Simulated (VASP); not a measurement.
# Si (Fd-3m) in VASP: a series of runs

Runs on Si. Level: PBE. Tasks: phonons, density of states, elastic constants.

All numbers are computed with VASP 6.6.1; they aren't measurements. Logs are shortened: lines on timing, memory, paths and dates and some standing lists are left out, and cuts for length are marked.

## Step 1: The crystal as given

The structure is cubic, space group Fd-3m (No. 227). The conventional cell has a = 5.470 Å, b = 5.470 Å, c = 5.470 Å, α = 90.00°, β = 90.00°, γ = 90.00°. Si (site symmetry -43m) is surrounded by 4 Si at 2.37 Å.

## Step 2: Phonons, PBE

The input, INCAR:

```
ALGO = Normal
EDIFF = 1E-8
ENCUT = 520
GGA = PE
IBRION = 8
ISIF = 2
ISMEAR = 0
LASPH = T
LCHARG = T
LEPSILON = T
LREAL = F
LWAVE = F
NBANDS = 11
NELM = 100
NSW = 1
PREC = Accurate
SIGMA = 0.01
```

The input, KPOINTS:

```
k-points
0
Gamma
  8 8 8
```

The input, POSCAR:

```
Si
1.0
    0.0000000000      2.7348383524      2.7348383524
    2.7348383524      0.0000000000      2.7348383524
    2.7348383524      2.7348383524      0.0000000000
Si
2
Direct
    0.7500000000      0.7500000000      0.7500000000
    0.5000000000      0.5000000000      0.5000000000
```

Potentials or basis: VASP PAW PBE potentials, release 64 (Si).

Run with:

```console
$ cat potpaw_PBE.64/Si/POTCAR > POTCAR
$ mpirun -np 1 vasp_std > vasp.out
```

OUTCAR:

```text
EDIFF = 1E-8
   ENCUT = 520
   GGA = PE
   IBRION = 8
   ISIF = 2
   ISMEAR = 0
   LASPH = T
   LEPSILON = T
   LREAL = F
   NELM = 100
   NSW = 1
   PREC = Accurate

 ion  position               nearest neighbor table
   1  0.750  0.750  0.750-   2 2.37   2 2.37   2 2.37   2 2.37
   2  0.500  0.500  0.500-   1 2.37   1 2.37   1 2.37   1 2.37

  LATTYP: Found a face centered cubic cell.
 ALAT       =     5.4696767048

  Lattice vectors:

 A1 = (   0.0000000000,   2.7348383524,   2.7348383524)
 A2 = (   2.7348383524,   0.0000000000,   2.7348383524)
 A3 = (   2.7348383524,   2.7348383524,   0.0000000000)

Analysis of symmetry for initial positions (statically):
=====================================================================
 Subroutine PRICEL returns:
 Original cell was already a primitive cell.

 Routine SETGRP: Setting up the symmetry group for a
 face centered cubic supercell.

 Subroutine GETGRP returns: Found 48 space group operations
 (whereof 24 operations were pure point group operations)
 out of a pool of 48 trial point group operations.

The static configuration has the point symmetry T_d .
 The point group associated with its full space group is O_h .

Analysis of symmetry for dynamics (positions and initial velocities):
=====================================================================
 Subroutine PRICEL returns:
 Original cell was already a primitive cell.

 Routine SETGRP: Setting up the symmetry group for a
 face centered cubic supercell.

 Subroutine GETGRP returns: Found 48 space group operations
 (whereof 24 operations were pure point group operations)
 out of a pool of 48 trial point group operations.

The dynamic configuration has the point symmetry T_d .
 The point group associated with its full space group is O_h .

 Subroutine INISYM returns: Found 48 space group operations
 (whereof 24 operations are pure point group operations),
 and found     1 'primitive' translations

----------------------------------------------------------------------------------------

                                     Primitive cell

  volume of cell :      40.9096

  direct lattice vectors                    reciprocal lattice vectors
     0.000000000  2.734838352  2.734838352    -0.182826162  0.182826162  0.182826162
     2.734838352  0.000000000  2.734838352     0.182826162 -0.182826162  0.182826162
     2.734838352  2.734838352  0.000000000     0.182826162  0.182826162 -0.182826162

  length of vectors
     3.867645489  3.867645489  3.867645489     0.316664202  0.316664202  0.316664202

  position of ions in fractional coordinates (direct lattice)
     0.750000000  0.750000000  0.750000000
     0.500000000  0.500000000  0.500000000

  ion indices of the primitive-cell ions
   primitive index   ion index
                 1           1
                 2           2

----------------------------------------------------------------------------------------

 KPOINTS: k-points

Automatic generation of k-mesh.
[... 485 lines left out ...]
 ------------------------------------------------------
          14.765620     0.000000    -0.000000
           0.000000    14.765620    -0.000000
           0.000000    -0.000000    14.765620
 ------------------------------------------------------

 Free energy of the ion-electron system (eV)
  ---------------------------------------------------
  ---------------------------------------------------
  free energy    TOTEN  =        -1.59552977 eV

  energy without entropy =       -1.59552977

------------------------ aborting loop because EDIFF is reached ----------------------------------------

--------------------------------------- Ionic step        2  -------------------------------------------

------------------------ aborting loop because EDIFF is reached ----------------------------------------

--------------------------------------- Ionic step        3  -------------------------------------------

------------------------ aborting loop because EDIFF is reached ----------------------------------------

 PIEZOELECTRIC TENSOR FIELD DIRECTION 3  (e Angst)
 -----------------------------------------------------------------------------
     0.00250  0.00000  0.00000           (  0.00001  0.00000  0.00000)
    -0.00000  0.00250  0.00000           (  0.00000  0.00001  0.00000)
     0.00000  0.00000 -0.00863           (  0.00000  0.00000 -0.00000)

 PIEZOELECTRIC TENSOR FIELD DIRECTION 3  (C/m^2)
 -----------------------------------------------------------------------------
     0.00098  0.00000  0.00000
    -0.00000  0.00098  0.00000
     0.00000  0.00000 -0.00338

--------------------------------------- Ionic step        4  -------------------------------------------

 Free energy of the ion-electron system (eV)
  ---------------------------------------------------
  ---------------------------------------------------
  free energy    TOTEN  =        -0.01736157 eV

  energy without entropy =       -0.01736157

------------------------ aborting loop because EDIFF is reached ----------------------------------------

 INTERNAL STRAIN TENSOR  FOR ION    1  DIRECTION 1   (eV/Angst):
 -----------------------------------------------------------------------------
     0.00552  0.00000  0.00000
     0.00000 -0.00169 -8.68553
     0.00000 -8.68553 -0.00169

 MACROSCOPIC STATIC DIELECTRIC TENSOR (including local field effects in DFT)
 ------------------------------------------------------
          14.146406     0.000000    -0.000000
          -0.000000    14.146406     0.000000
          -0.000000    -0.000000    14.146406
 ------------------------------------------------------

 PIEZOELECTRIC TENSOR (including local field effects)  for field in x, y, z        (e  Angst)
          XX          YY          ZZ          XY          YZ          ZX
  --------------------------------------------------------------------------------
  x    -0.00000    -0.00000     0.00000     0.00000     0.00000     0.00000
  y    -0.00000     0.00000     0.00000     0.00000     0.00000     0.00000
  z     0.00000     0.00000     0.00000     0.00000     0.00000     0.00000

 PIEZOELECTRIC TENSOR (including local field effects)  for field in x, y, z        (C/m^2)
          XX          YY          ZZ          XY          YZ          ZX
  --------------------------------------------------------------------------------
  x    -0.00000    -0.00000     0.00000     0.00000     0.00000     0.00000
  y    -0.00000     0.00000     0.00000     0.00000     0.00000     0.00000
  z     0.00000     0.00000     0.00000     0.00000     0.00000     0.00000

 BORN EFFECTIVE CHARGES (including local field effects) (in |e|, cummulative output)
 ---------------------------------------------------------------------------------
 ion    1
    1     0.00000    -0.00000    -0.00000
    2     0.00000     0.00000    -0.00000
    3    -0.00000    -0.00000     0.00000
 ion    2
    1    -0.00000     0.00000     0.00000
    2    -0.00000    -0.00000     0.00000
    3     0.00000     0.00000    -0.00000

 INTERNAL STRAIN TENSOR FOR ION    2 for displacements in x,y,z  (eV/Angst):
          X           Y           Z          XY          YZ          ZX
  --------------------------------------------------------------------------------
  x    -0.00000     0.00000     0.00000     0.00000     8.68553     0.00000
  y     0.00000     0.00000     0.00000     0.00000     0.00000     8.68553
  z     0.00000     0.00000    -0.00000     8.68553     0.00000     0.00000

 SECOND DERIVATIVES (NOT SYMMETRIZED)
 ------------------------------------
               1X          1Y          1Z          2X          2Y          2Z
  1X   -13.053283    0.000000    0.000000   13.053283    0.000000    0.000000
  1Y     0.000000  -13.053283    0.000000    0.000000   13.053283    0.000000
  1Z     0.000000    0.000000  -13.053283    0.000000    0.000000   13.053283
  2X    13.053283    0.000000    0.000000  -13.053283    0.000000    0.000000
  2Y     0.000000   13.053283    0.000000    0.000000  -13.053283    0.000000
  2Z     0.000000    0.000000   13.053283    0.000000    0.000000  -13.053283

 Eigenvectors and eigenvalues of the dynamical matrix
 ----------------------------------------------------

   1 f  =   15.072607 THz    94.703985 2PiTHz  502.768061 cm-1    62.335267 meV
             X         Y         Z           dx          dy          dz
      4.102258  4.102258  4.102258     0.000000   -0.707107    0.000000
      2.734838  2.734838  2.734838     0.000000    0.707107    0.000000
[... 21 lines left out ...]
   6 f  =    0.000000 THz     0.000000 2PiTHz    0.000000 cm-1     0.000000 meV
             X         Y         Z           dx          dy          dz
      4.102258  4.102258  4.102258     0.000000    0.000000    0.707107
      2.734838  2.734838  2.734838     0.000000    0.000000    0.707107

--------------------------------------------------------------------------------------------------------

 MACROSCOPIC STATIC DIELECTRIC TENSOR IONIC CONTRIBUTION
 ------------------------------------------------------
           0.000000    -0.000000    -0.000000
          -0.000000     0.000000    -0.000000
          -0.000000    -0.000000     0.000000
 ------------------------------------------------------

 ELASTIC MODULI CONTR FROM IONIC RELAXATION (kBar)
 Direction    XX          YY          ZZ          XY          YZ          ZX
 --------------------------------------------------------------------------------
 XX          -0.0000     -0.0000      0.0000     -0.0000      0.0000     -0.0000
 YY          -0.0000     -0.0000     -0.0000     -0.0000     -0.0000     -0.0000
 ZZ           0.0000     -0.0000     -0.0000      0.0000     -0.0000     -0.0000
 XY          -0.0000     -0.0000      0.0000   -226.3385      0.0000      0.0000
 YZ           0.0000     -0.0000     -0.0000      0.0000   -226.3385      0.0000
 ZX          -0.0000     -0.0000     -0.0000      0.0000      0.0000   -226.3385
 --------------------------------------------------------------------------------

 PIEZOELECTRIC TENSOR IONIC CONTR  for field in x, y, z        (C/m^2)
          XX          YY          ZZ          XY          YZ          ZX
  --------------------------------------------------------------------------------
  x     0.00000    -0.00000    -0.00000     0.00000    -0.00000     0.00000
  y    -0.00000    -0.00000    -0.00000     0.00000    -0.00000    -0.00000
  z    -0.00000    -0.00000     0.00000    -0.00000     0.00000     0.00000
```

It took 4 min on 1 thread of Intel Xeon Platinum 8488C (Sapphire Rapids), shared host; peak memory 0.23 GiB.

Results:

- Electronic dielectric tensor (diagonal): 14.15
- Born charges (mean of the diagonal): Si +0.00 e
- Highest phonon frequency at Γ: 503 cm⁻¹

Phonon frequencies in cm⁻¹ (negative: imaginary):
```csv
q point,frequencies
"(0.000, 0.000, 0.000)",0 0 0 503 503 503
```

Electronic dielectric tensor:
```
14.15  0.00  0.00
 0.00 14.15  0.00
 0.00  0.00 14.15
```

Born effective charge tensors (e):
atom 1, Si
```
0.00 0.00 0.00
0.00 0.00 0.00
0.00 0.00 0.00
```
atom 2, Si
```
0.00 0.00 0.00
0.00 0.00 0.00
0.00 0.00 0.00
```

## Step 3: Density of states, PBE

The input, POSCAR:

```
Si
1.0
    0.0000000000      2.7348383258      2.7348383258
    2.7348383258      0.0000000000      2.7348383258
    2.7348383258      2.7348383258      0.0000000000
Si
2
Direct
    0.7500000000      0.7500000000      0.7500000000
    0.5000000000      0.5000000000      0.5000000000
```

The input, INCAR.step1:

```
PREC = Accurate ; ENCUT = 520
EDIFF = 1E-6 ; ISMEAR = 0
SIGMA = 0.02 ; LREAL = False
LASPH = True ; NELM = 60
ALGO = Normal ; ISIF = 2
LWAVE = False ; LCHARG = True
GGA = PE ; NBANDS = 11
```

The input, KPOINTS.step1:

```
regular mesh
0
Gamma
  10 10 10
```

The input, INCAR.step2:

```
PREC = Accurate ; ENCUT = 520
EDIFF = 1E-6 ; ISMEAR = -5
SIGMA = 0.02 ; LREAL = False
LASPH = True ; NELM = 60
ALGO = Normal ; ISIF = 2
LWAVE = False ; LCHARG = False
GGA = PE ; LORBIT = 10
NBANDS = 11 ; NEDOS = 2001
ICHARG = 11
```

The input, KPOINTS.step2:

```
regular mesh
0
Gamma
  15 15 15
```

Potentials or basis: VASP PAW PBE potentials, release 64 (Si).

Run with:

```console
$ cat potpaw_PBE.64/Si/POTCAR > POTCAR
$ cp INCAR.step1 INCAR
$ cp KPOINTS.step1 KPOINTS
$ mpirun -np 1 vasp_std > vasp.out
$ cp INCAR.step2 INCAR
$ cp KPOINTS.step2 KPOINTS
$ mpirun -np 1 vasp_std > vasp.out
```

Wall time 65 s (1 thread of Intel Xeon Platinum 8175M at 2.50GHz (Skylake/Cascade Lake), shared host); peak memory 0.17 GiB.

It converged, with:

* Valence electrons inside the program's atomic spheres: Si 1.68

Levels at points of the mesh, in eV from the valence-band top:
```csv
k point,band 1,band 2,band 3,band 4,band 5,band 6,band 7,band 8,band 9
"(0.00, 0.00, 0.00)",-11.81,0.00,0.00,0.00,2.56,2.56,2.56,3.13,7.71
```

States per cell in windows of 0.5 eV (zero at the valence-band top; states under -8 eV left out):
```
from (eV)  total  Si1_p  Si2_p  Si1_s  Si2_s  Si1_d  Si2_d
     -8.0   0.06   0.00   0.00   0.01   0.01   0.00   0.00
     -7.5   0.18   0.01   0.01   0.03   0.03   0.00   0.00
     -7.0   0.56   0.04   0.04   0.09   0.09   0.00   0.00
     -6.5   0.33   0.03   0.03   0.05   0.05   0.00   0.00
     -6.0   0.25   0.02   0.02   0.04   0.04   0.00   0.00
     -5.5   0.18   0.02   0.02   0.03   0.03   0.00   0.00
     -5.0   0.13   0.01   0.01   0.02   0.02   0.00   0.00
     -4.5   0.28   0.04   0.04   0.02   0.02   0.00   0.00
     -4.0   0.58   0.09   0.09   0.02   0.02   0.00   0.00
     -3.5   0.51   0.08   0.08   0.01   0.01   0.00   0.00
     -3.0   0.76   0.13   0.13   0.01   0.01   0.00   0.00
     -2.5   0.74   0.13   0.13   0.01   0.01   0.00   0.00
     -2.0   0.60   0.11   0.11   0.01   0.01   0.00   0.00
     -1.5   0.57   0.11   0.11   0.00   0.00   0.00   0.00
     -1.0   0.26   0.05   0.05   0.00   0.00   0.00   0.00
     -0.5   0.08   0.02   0.02   0.00   0.00   0.00   0.00
      0.0   0.00   0.00   0.00   0.00   0.00   0.00   0.00
      0.5   0.06   0.00   0.00   0.00   0.00   0.00   0.00
      1.0   0.26   0.01   0.01   0.01   0.01   0.00   0.00
      1.5   0.41   0.03   0.03   0.02   0.02   0.00   0.00
      2.0   0.84   0.06   0.06   0.06   0.06   0.00   0.00
      2.5   0.65   0.06   0.06   0.03   0.03   0.00   0.00
      3.0   0.68   0.07   0.07   0.02   0.02   0.00   0.00
      3.5   0.93   0.09   0.09   0.03   0.03   0.00   0.00
      4.0   0.62   0.07   0.07   0.01   0.01   0.00   0.00
      4.5   0.56   0.06   0.06   0.02   0.02   0.00   0.00
      5.0   0.65   0.07   0.07   0.02   0.02   0.00   0.00
      5.5   0.57   0.06   0.06   0.02   0.02   0.00   0.00
      6.0   0.46   0.05   0.05   0.01   0.01   0.00   0.00
      6.5   0.67   0.06   0.06   0.02   0.02   0.00   0.00
      7.0   0.57   0.06   0.06   0.01   0.01   0.00   0.00
      7.5   0.70   0.07   0.07   0.01   0.01   0.00   0.00
```

(Part 1 of 2 ends here.)
